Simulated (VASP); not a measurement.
# Cd in VASP: further runs, part 2 of 2

VASP 6.6.1. The steps go on from the part before.

### Step 4. Single point, PBE

This run uses another cell than the first one, of 160.38 Å³/atom, 0.782 times its volume.

Input file INCAR:

```
SYSTEM = Cd
PREC = Accurate ; ENCUT = 520
EDIFF = 1E-6 ; ISMEAR = 0
SIGMA = 0.1 ; LREAL = .FALSE.
LASPH = .TRUE. ; NELM = 100
ALGO = Fast ; ISIF = 2
LWAVE = .FALSE. ; LCHARG = .FALSE.
LDIPOL = .TRUE. ; IDIPOL = 3
DIPOL = 0.5 0.5 0.500 ; GGA = PE
NBANDS = 12
```

Input file KPOINTS:

```
Automatic mesh
0
G
  6 6 1
  0 0 0
```

Input file POSCAR:

```
Cd
1.0
    3.3846540000      0.0000000000      0.0000000000
    0.0000000000      3.3846540000      0.0000000000
    0.0000000000      0.0000000000     14.0000000000
Cd
1
Direct
    0.0000000000      0.0000000000      0.5000000000
```

Potentials or basis: VASP PAW PBE potentials, release 64 (Cd).

Launch:

```bash
> cat potpaw_PBE.64/Cd/POTCAR > POTCAR
> mpirun -np 1 vasp_std > vasp.out
```

OUTCAR:

```text
SYSTEM = Cd
   PREC = Accurate
   ENCUT = 520
   EDIFF = 1E-6
   ISMEAR = 0
   LREAL = .FALSE.
   LASPH = .TRUE.
   NELM = 100
   ISIF = 2
   GGA = PE

 ion  position               nearest neighbor table
   1  0.000  0.000  0.500-

  LATTYP: Found a simple tetragonal cell.
 ALAT       =     3.3846540000
 C/A-ratio  =     4.1363164448

  Lattice vectors:

 A1 = (   3.3846540000,   0.0000000000,   0.0000000000)
 A2 = (   0.0000000000,   3.3846540000,   0.0000000000)
 A3 = (   0.0000000000,   0.0000000000,  14.0000000000)

Analysis of symmetry for initial positions (statically):
=====================================================================
 Subroutine PRICEL returns:
 Original cell was already a primitive cell.

 Routine SETGRP: Setting up the symmetry group for a
 simple tetragonal supercell.

 Subroutine GETGRP returns: Found 16 space group operations
 (whereof 16 operations were pure point group operations)
 out of a pool of 16 trial point group operations.

The static configuration has the point symmetry D_4h.

Analysis of symmetry for dynamics (positions and initial velocities):
=====================================================================
 Subroutine PRICEL returns:
 Original cell was already a primitive cell.

 Routine SETGRP: Setting up the symmetry group for a
 simple tetragonal supercell.

 Subroutine GETGRP returns: Found 16 space group operations
 (whereof 16 operations were pure point group operations)
 out of a pool of 16 trial point group operations.

The dynamic configuration has the point symmetry D_4h.

 Subroutine INISYM returns: Found 16 space group operations
 (whereof 16 operations are pure point group operations),
 and found     1 'primitive' translations

----------------------------------------------------------------------------------------

                                     Primitive cell

  volume of cell :     160.3824

[... 107 lines left out ...]
 maximum number of plane-waves:      4344
 NGX is ok and might be reduce to    28
   NGX = 13   NGY = 13   NGZ = 53

 dipolmoment           0.000000      0.000000     -0.000000 electrons x Angstroem

 number of electron      11.9999997 magnetization

 dipolmoment           0.000000      0.000000      0.000000 electrons x Angstroem

 Free energy of the ion-electron system (eV)
  ---------------------------------------------------
  ext. energy  EPLUGINS =         0.00000000
  ---------------------------------------------------
  free energy    TOTEN  =        -0.20835307 eV

  energy without entropy =       -0.20501798  energy(sigma->0) =       -0.20668553

 E-fermi :  -2.6492     XC(G=0):  -2.6626

 val. band max:       -2.6507741358   @ k =   0.5000   0.0000   0.0000
 cond. band min:      -2.2488216394   @ k =   0.5000   0.1667   0.0000
 fundamental gap:      0.4019524964
 Fermi energy:        -2.6492251559

 k-point     1 :       0.0000    0.0000    0.0000
  band No.  band energies     occupation
      1     -11.2242      2.00000
      2     -11.0777      2.00000
      3     -10.7858      2.00000
      4     -10.7858      2.00000
      5     -10.6567      2.00000
      6      -7.1112      2.00000
      7      -2.0807      0.00000
      8       0.4565      0.00000
      9       1.6964      0.00000
     10       2.0278      0.00000
     11       5.2192      0.00000
     12       5.7191      0.00000
[... 121 lines left out ...]
 k-point    10 :       0.5000    0.5000    0.0000
  band No.  band energies     occupation
      1     -11.0845      2.00000
      2     -10.9677      2.00000
      3     -10.9677      2.00000
      4     -10.7762      2.00000
      5     -10.4815      2.00000
      6      -1.2567      0.00000
      7      -0.3777      0.00000
      8      -0.3777      0.00000
      9       2.9740      0.00000
     10       3.3065      0.00000
     11       5.6067      0.00000
     12       5.6069      0.00000

------------------------ aborting loop because EDIFF is reached ----------------------------------------

 vacuum level on the upper side and lower side of the slab       (xc-potential included)        -0.119        -0.119

  FORCE on cell =-STRESS in cart. coord.  units (eV):
  Direction    XX          YY          ZZ          XY          YZ          ZX
  --------------------------------------------------------------------------------------
  -------------------------------------------------------------------------------------
  Total       -0.2747159     -0.2747159     -0.0003137      0.0000000      0.0000000      0.0000000
  in kB       -2.7443395     -2.7443395     -0.0031338      0.0000000      0.0000000      0.0000000
  external PRESSURE =      -1.8306043 kB  Pullay stress =       0.0000000 kB

 VOLUME and BASIS-vectors are now :
 -----------------------------------------------------------------------------
  energy-cutoff  :      520.00
  volume of cell :      160.38
      direct lattice vectors                 reciprocal lattice vectors
     3.384654000  0.000000000  0.000000000     0.295451175  0.000000000  0.000000000
     0.000000000  3.384654000  0.000000000     0.000000000  0.295451175  0.000000000
     0.000000000  0.000000000 14.000000000     0.000000000  0.000000000  0.071428571

 POSITION                                       TOTAL-FORCE (eV/Angst)
 -----------------------------------------------------------------------------------
      0.00000      0.00000      7.00000         0.000000      0.000000      0.000000
 -----------------------------------------------------------------------------------
    total drift:                               -0.000000     -0.000000      0.000000

  FREE ENERGIE OF THE ION-ELECTRON SYSTEM (eV)
  ---------------------------------------------------
  free  energy   TOTEN  =        -0.2083530746 eV

  energy  without entropy=       -0.2050179810  energy(sigma->0) =       -0.20668553

 vacuum level on the upper side and lower side of the slab         0.749         0.749
```

stdout:

```text
POSCAR found type information on POSCAR Cd
 POSCAR found :  1 types and       1 ions
 scaLAPACK will be used
 LDA part: xc-table for (Slater+PW92), standard interpolation
 POSCAR, INCAR and KPOINTS ok, starting setup
 FFT: planning ... GRIDC
 FFT: planning ... GRID_SOFT
 FFT: planning ... GRID
 WAVECAR not read
 entering main loop
```

Wall time 29 s (1 thread of Intel Xeon Platinum 8488C (Sapphire Rapids), shared host); peak memory 0.26 GiB.

What came out:

```
Free energy            : -0.2084 eV
Band gap on the k mesh : none (metal or under the smearing width)
```

### Step 5. The runs side by side

| cell | k mesh | gap on the mesh (eV) |
| --- | --- | --- |
| P4/mmm, 205.15 Å³/atom | 18 × 18 × 1 | none |
| P4/mmm, 213.47 Å³/atom | 18 × 18 × 1 | none |
| P4/mmm, 160.38 Å³/atom | 6 × 6 × 1 | none |

Alike in all rows: task single point; level PBE; potentials or basis VASP PAW PBE potentials, release 64 (Cd); no spin polarisation; cutoff (eV) 520; smearing gaussian 0.1 eV.

Every run on the cell as given and a fine mesh finds a metal.

Total energies depend on the potentials used, so only differences within one code and one set of settings carry meaning.
